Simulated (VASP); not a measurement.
# Hf (P6/mmm) in VASP: notebook

One crystal, Hf, is run at these levels: PBE+D3(BJ), PBEsol; tasks: relaxation of cell and atoms.

Everything below comes from runs of VASP 6.6.1. Logs are shortened: lines on timing, memory, paths and dates and some standing lists are left out, and cuts for length are marked.

## 1. The structure

Symmetry: P6/mmm, No. 191, hexagonal system. Conventional cell: a = 4.962 Å, b = 4.962 Å, c = 3.086 Å, α = 90.00°, β = 90.00°, γ = 120.00°. Around Hf (site symmetry -6m2) lie 11 Hf at 2.87 to 3.25 Å. Hf (site symmetry 6/mmm) is surrounded by 14 Hf at 3.09 to 3.25 Å.

This isn't the form of Hf at room conditions, which is hcp.

## 2. Relaxation of cell and atoms, PBE+D3(BJ)

The input, INCAR:

```
SYSTEM = Hf
ALGO = Fast
EDIFF = 1E-7
EDIFFG = -0.005
ENCUT = 600
GGA = PE
IBRION = 2
ISIF = 3
ISMEAR = 0
IVDW = 12
LASPH = .TRUE.
LCHARG = .FALSE.
LREAL = .FALSE.
LWAVE = .FALSE.
NELM = 100
NSW = 90
PREC = Accurate
SIGMA = 0.1
```

The input, KPOINTS:

```
k-points
0
G
  12 12 14
  0 0 0
```

The input, POSCAR:

```
Hf
1.0
    4.9623295400      0.0000000000      0.0000000000
   -2.4811647700      4.2975034500      0.0000000000
    0.0000000000      0.0000000000      3.0862322500
Hf
3
Direct
    0.6666666700      0.3333333300      0.5000000000
    0.3333333300      0.6666666700      0.5000000000
    0.0000000000      0.0000000000      0.0000000000
```

Potentials or basis: VASP PAW PBE potentials, release 64 (Hf_pv).

On the command line:

```console
$ cat potpaw_PBE.64/Hf_pv/POTCAR > POTCAR
$ mpirun -np 1 vasp_std > vasp.out
```

OUTCAR:

```text
SYSTEM = Hf
   EDIFF = 1E-7
   EDIFFG = -0.005
   ENCUT = 600
   GGA = PE
   IBRION = 2
   ISIF = 3
   ISMEAR = 0
   IVDW = 12
   LASPH = .TRUE.
   LREAL = .FALSE.
   NELM = 100
   NSW = 90
   PREC = Accurate
 IVDW          = 12

 ion  position               nearest neighbor table
   1  0.667  0.333  0.500-   2 2.87   2 2.87   2 2.87   3 3.25   3 3.25   3 3.25   3 3.25   3 3.25
                             3 3.25
   2  0.333  0.667  0.500-   1 2.87   1 2.87   1 2.87   3 3.25   3 3.25   3 3.25   3 3.25   3 3.25
                             3 3.25
   3  0.000  0.000  0.000-   1 3.25   2 3.25   1 3.25   2 3.25   1 3.25   1 3.25   2 3.25   2 3.25
                             1 3.25   1 3.25   2 3.25   2 3.25

  LATTYP: Found a hexagonal cell.
 ALAT       =     4.9623295400
 C/A-ratio  =     0.6219321440

  Lattice vectors:

 A1 = (   4.9623295400,   0.0000000000,   0.0000000000)
 A2 = (  -2.4811647700,   4.2975034500,   0.0000000000)
 A3 = (   0.0000000000,   0.0000000000,   3.0862322500)

Analysis of symmetry for initial positions (statically):
=====================================================================
 Subroutine PRICEL returns:
 Original cell was already a primitive cell.

 Routine SETGRP: Setting up the symmetry group for a
 hexagonal supercell.

 Subroutine GETGRP returns: Found 24 space group operations
 (whereof 24 operations were pure point group operations)
 out of a pool of 24 trial point group operations.

The static configuration has the point symmetry D_6h.

Analysis of symmetry for dynamics (positions and initial velocities):
=====================================================================
 Subroutine PRICEL returns:
 Original cell was already a primitive cell.

 Routine SETGRP: Setting up the symmetry group for a
 hexagonal supercell.

 Subroutine GETGRP returns: Found 24 space group operations
 (whereof 24 operations were pure point group operations)
 out of a pool of 24 trial point group operations.

The dynamic configuration has the point symmetry D_6h.

 Subroutine INISYM returns: Found 24 space group operations
 (whereof 24 operations are pure point group operations),
 and found     1 'primitive' translations

----------------------------------------------------------------------------------------

                                     Primitive cell

  volume of cell :      65.8158

  direct lattice vectors                    reciprocal lattice vectors
     4.962329540  0.000000000  0.000000000     0.201518257  0.116346620  0.000000000
    -2.481164770  4.297503450  0.000000000     0.000000000  0.232693240  0.000000000
     0.000000000  0.000000000  3.086232250     0.000000000  0.000000000  0.324019685

  length of vectors
     4.962329540  4.962329546  3.086232250     0.232693240  0.232693240  0.324019685

  position of ions in fractional coordinates (direct lattice)
     0.666666670  0.333333330  0.500000000
     0.333333330  0.666666670  0.500000000
     0.000000000  0.000000000  0.000000000

  ion indices of the primitive-cell ions
   primitive index   ion index
                 1           1
                 2           2
                 3           3

----------------------------------------------------------------------------------------

 KPOINTS: k-points

Automatic generation of k-mesh.
 Grid dimensions read from file:
 generate k-points for:   12   12   14

 Generating k-lattice:

  Cartesian coordinates                     Fractional coordinates (reciprocal lattice)
     0.016793188  0.009695552  0.000000000     0.083333333  0.000000000  0.000000000
     0.000000000  0.019391103  0.000000000     0.000000000  0.083333333  0.000000000
     0.000000000  0.000000000  0.023144263     0.000000000  0.000000000  0.071428571

  Length of vectors
     0.019391103  0.019391103  0.023144263

  Shift w.r.t. Gamma in fractional coordinates (k-lattice)
     0.000000000  0.000000000  0.000000000

 Subroutine IBZKPT returns following result:
 ===========================================

 Found    152 irreducible k-points:

 Following reciprocal coordinates:
            Coordinates               Weight
  0.000000  0.000000  0.000000      1.000000
  0.083333  0.000000  0.000000      6.000000
  0.166667  0.000000  0.000000      6.000000
  0.250000  0.000000  0.000000      6.000000
  0.333333  0.000000  0.000000      6.000000
  0.416667  0.000000  0.000000      6.000000
[... 16 lines left out ...]
  0.250000  0.000000  0.071429     12.000000
  0.333333  0.000000  0.071429     12.000000
 [... further k-points ...]
   k-points           NKPTS =    152   k-points in BZ     NKDIM =    152   number of bands    NBANDS=     19
   number of dos      NEDOS =    301   number of ions     NIONS =      3
   total plane-waves  NPLWV =  44800
   dimension x,y,z NGX =    40 NGY =   40 NGZ =   28
   dimension x,y,z NGXF=    80 NGYF=   80 NGZF=   56
   ions per type =               3
   NGX,Y,Z   is equivalent  to a cutoff of  13.40, 13.40, 15.08 a.u.
   NGXF,Y,Z  is equivalent  to a cutoff of  26.80, 26.80, 30.17 a.u.
 SYSTEM =  Hf
   PREC   = accura    normal or accurate (medium, high low for compatibility)
   ISTART =      0    job   : 0-new  1-cont  2-samecut
   ICHARG =      2    charge: 1-file 2-atom 10-const
   ISPIN  =      1    spin polarized calculation?
   LNONCOLLINEAR =      F non collinear calculations
   LSORBIT =      F    spin-orbit coupling
   LASPH  =      T    aspherical Exc in radial PAW
   ENCUT  =  600.0 eV  44.10 Ry    6.64 a.u.   9.91  9.91  6.16*2*pi/ulx,y,z
   NELM   =    100;   NELMIN=  2; NELMDL= -5     # of ELM steps
   EDIFF  = 0.1E-06   stopping-criterion for ELM
   LREAL  =      F    real-space projection
   EDIFFG = -.5E-02   stopping-criterion for IOM
   NSW    =     90    number of steps for IOM
   IBRION =      2    ionic relax: 0-MD 1-quasi-New 2-CG
   NFREE  =      1    steps in history (QN), initial steepest desc. (CG)
   ISIF   =      3    stress and relaxation
   ISYM   =      2    0-nonsym 1-usesym 2-fastsym
   POTIM  = 0.5000    time-step for ionic-motion
   TEBEG  =    0.0;   TEEND  =   0.0 temperature during run
   PSTRESS=    0.0 pullay stress
   NELECT =      30.0000    total number of electrons
   NUPDOWN=      -1.0000    fix difference up-down
   EMIN   =  10.00;   EMAX   =-10.00  energy-range for DOS
   EFERMI =   0.00;   METHOD = LEGACY
   ISMEAR =     0;   SIGMA  =   0.10  broadening in eV -4-tet -1-fermi 0-gaus
   EFERMI_NEDOS =   21; number of points for ismear=-14 and -15
   IALGO  =     68    algorithm
   IMIX   =      4    mixing-type and parameters
     AMIX     =   0.40;   BMIX     =  1.00
     AMIX_MAG =   1.60;   BMIX_MAG =  1.00
  volume/ion in A,a.u.               =      21.94       148.05
  Fermi-wavevector in a.u.,A,eV,Ry     =   1.259907  2.380879 21.597416  1.587365
  Thomas-Fermi vector in A             =   2.393443
   LORBIT       =      0    0 simple, 1 ext, 2 COOP (PROOUT), +10 PAW based schemes
   GGA     = PE    functional components
   LHFCALC =     F    Hartree Fock is set to
   AEXX    =    0.0000 exact exchange contribution
   IVDW    =    12    specifies the selected vdW correction
   LEPSILON=     F    determine dielectric tensor
   LRPA    =     F    only Hartree local field effects (RPA)
 conjugate gradient relaxation of ions
 non-spin polarized calculation
 RMM-DIIS sequential band-by-band and
 Gauss-broadening in eV      SIGMA  =   0.10
  energy-cutoff  :      600.00
  volume of cell :       65.82
 maximum number of plane-waves:      2220
 NGX is ok and might be reduce to    40
   NGX = 19   NGY = 19   NGZ = 13

--------------------------------------- Ionic step        1  -------------------------------------------

 number of electron      30.0000002 magnetization

 Free energy of the ion-electron system (eV)
  ---------------------------------------------------
  ext. energy  EPLUGINS =         0.00000000
  ---------------------------------------------------
  free energy    TOTEN  =       -29.64538178 eV

  energy without entropy =      -29.63305469  energy(sigma->0) =      -29.63921824

------------------------ aborting loop because EDIFF is reached ----------------------------------------

 Edisp (eV)   -1.37793

 E8    (eV) :    -0.7391

  FORCE on cell =-STRESS in cart. coord.  units (eV):
  Direction    XX          YY          ZZ          XY          YZ          ZX
  --------------------------------------------------------------------------------------
  -------------------------------------------------------------------------------------
  Total      -0.83948    -0.83948    -0.90801     0.00000    -0.00000    -0.00000
  in kB     -20.43586   -20.43586   -22.10404     0.00000    -0.00000    -0.00000
  external pressure =      -20.99 kB  Pullay stress =        0.00 kB
[... 63 lines left out ...]
  energy  without entropy=      -31.0062940775  energy(sigma->0) =      -31.01233263

--------------------------------------- Ionic step        3  -------------------------------------------

 number of electron      30.0000001 magnetization

 Free energy of the ion-electron system (eV)
  ---------------------------------------------------
  ext. energy  EPLUGINS =         0.00000000
  ---------------------------------------------------
  free energy    TOTEN  =       -29.62661735 eV

  energy without entropy =      -29.61442734  energy(sigma->0) =      -29.62052235

 E-fermi :   4.9869     XC(G=0): -11.4560

 val. band max:        4.9851806637   @ k =   0.4167   0.0000   0.0000
 cond. band min:       4.9911384321   @ k =   0.0833   0.0000   0.0714
 fundamental gap:      0.0059577684
 Fermi energy:         4.9869038114

 k-point     1 :       0.0000    0.0000    0.0000
  band No.  band energies     occupation
      1     -25.6677      2.00000
      2     -25.6677      2.00000
      3     -25.6350      2.00000
      4     -25.6350      2.00000
      5     -25.2344      2.00000
      6     -24.9799      2.00000
[... 11 lines left out ...]
     18       7.1719      0.00000
     19       7.1723      0.00000
[... 489 lines left out ...]
      3     -25.3975      2.00000
      4     -25.3961      2.00000
      5     -25.2236      2.00000
      6     -25.0295      2.00000
[... 11 lines left out ...]
     18       6.0355      0.00000
     19       6.7397      0.00000

 [... further k-points ...]

------------------------ aborting loop because EDIFF is reached ----------------------------------------

 Edisp (eV)   -1.40455

 E8    (eV) :    -0.7536

  FORCE on cell =-STRESS in cart. coord.  units (eV):
  Direction    XX          YY          ZZ          XY          YZ          ZX
  --------------------------------------------------------------------------------------
  -------------------------------------------------------------------------------------
  Total      -0.00272    -0.00272     0.00178     0.00000     0.00000     0.00000
  in kB      -0.06746    -0.06746     0.04415     0.00000     0.00000     0.00000
  external pressure =       -0.03 kB  Pullay stress =        0.00 kB
[... 18 lines left out ...]
  FREE ENERGIE OF THE ION-ELECTRON SYSTEM (eV)
  ---------------------------------------------------
  free  energy   TOTEN  =       -31.0311666993 eV

  energy  without entropy=      -31.0189766895  energy(sigma->0) =      -31.02507169

 reached required accuracy - stopping structural energy minimisation
```

Wall time 12 min (1 thread of Intel Xeon Platinum 8375C at 2.90GHz (Ice Lake), shared host); peak memory 0.36 GiB.

Results:

```yaml
Free_energy: -31.0312 eV
Relaxed_volume: 21.54 Å³/atom
Relaxed_cell: a = 4.933 Å, b = 4.933 Å, c = 3.066 Å, α = 90.00°, β = 90.00°, γ = 120.00°
Space_group_after_relaxing_to_0.05_Å: P6/mmm (No. 191)
Energy_gained_by_relaxing: 2.6 meV/atom
Ionic_steps: 3
Pressure_after_relaxing: 0.0 GPa
Band_gap_on_the_k_mesh: none (metal or under the smearing width)
Dispersion_energy_per_atom: -0.468 eV
```

Step by step:
| step | energy change (eV) | largest force (eV/Å) | pressure (GPa) | volume (Å³) |
| --- | --- | --- | --- | --- |
| 1 | 0.0000 | 0.0000 | -2.10 | 65.82 |
| 2 | 0.0049 | 0.0000 | 2.80 | 63.12 |
| 3 | -0.0079 | 0.0000 | 0.00 | 64.62 |

Final structure:
```
Hf
1.0
     4.93284    0.00000    0.00000
    -2.46642    4.27197    0.00000
     0.00000    0.00000    3.06640
Hf
3
Direct
  0.66667 0.33333 0.50000
  0.33333 0.66667 0.50000
  0.00000 0.00000 0.00000
```

Caveat: pairwise dispersion overbinds metals, which lowers pressure and volume.

## 3. Relaxation of cell and atoms, PBEsol

INCAR, as its differences from that of step 2:

```diff
@@ -4,4 +4,4 @@
 EDIFFG = -0.005
-ENCUT = 600
-GGA = PE
+ENCUT = 300
+GGA = PS
 IBRION = 2
@@ -9,3 +9,2 @@
 ISMEAR = 0
-IVDW = 12
 LASPH = .TRUE.
```

KPOINTS is that of step 2.

POSCAR is that of step 2.

Potentials or basis: VASP PAW PBE potentials, release 64 (Hf_pv).

On the command line:

```console
$ cat potpaw_PBE.64/Hf_pv/POTCAR > POTCAR
$ mpirun -np 1 vasp_std > vasp.out
```

Wall time 5.8 min (1 thread of Intel Xeon Platinum 8375C at 2.90GHz (Ice Lake), shared host); peak memory 0.19 GiB.

The run converged. Its results:

```
Free energy                            : -31.4092 eV
Relaxed volume                         : 21.26 Å³/atom
Relaxed cell                           : a = 4.908 Å, b = 4.908 Å, c = 3.057 Å, α = 90.00°, β = 90.00°, γ = 120.00°
Space group after relaxing (to 0.05 Å) : P6/mmm (No. 191)
Energy gained by relaxing              : 7.7 meV/atom
Ionic steps                            : 8
Pressure after relaxing                : 0.0 GPa
Band gap on the k mesh                 : none (metal or under the smearing width)
```

Step by step:
```tsv
step	energy change (eV)	largest force (eV/Å)	pressure (GPa)	volume (Å³)
1	0.0000	0.0000	-3.51	65.82
2	0.0131	0.0000	4.91	61.35
3	-0.0230	0.0000	0.01	63.79
4	-0.0230	0.0000	-0.10	63.83
5	-0.0230	0.0000	-0.09	63.83
6	-0.0230	0.0000	-0.09	63.83
7	-0.0230	0.0000	0.10	63.73
8	-0.0230	0.0000	0.00	63.77
```

Final structure:
```
Hf
1.0
     4.90775    0.00000    0.00000
    -2.45387    4.25024    0.00000
     0.00000    0.00000    3.05736
Hf
3
Direct
  0.66667 0.33333 0.50000
  0.33333 0.66667 0.50000
  0.00000 0.00000 0.00000
```

Levels at points of the mesh, in eV from the Fermi level:
```
           k point  band 13  band 14  band 15  band 16  band 17  band 18
(0.00, 0.00, 0.00)    -0.61    -0.61    -0.58    -0.58     1.14     2.19
(0.50, 0.00, 0.00)    -0.51    -0.46    -0.38     0.17     0.89     1.26
(0.00, 0.00, 0.50)    -2.17    -1.98    -1.98     1.43     1.43     2.10
(0.50, 0.00, 0.50)    -1.49    -0.81    -0.68     0.57     0.64     1.13
```

Caveat: the PAW data sets were made with another functional, which shifts forces and pressure a little.
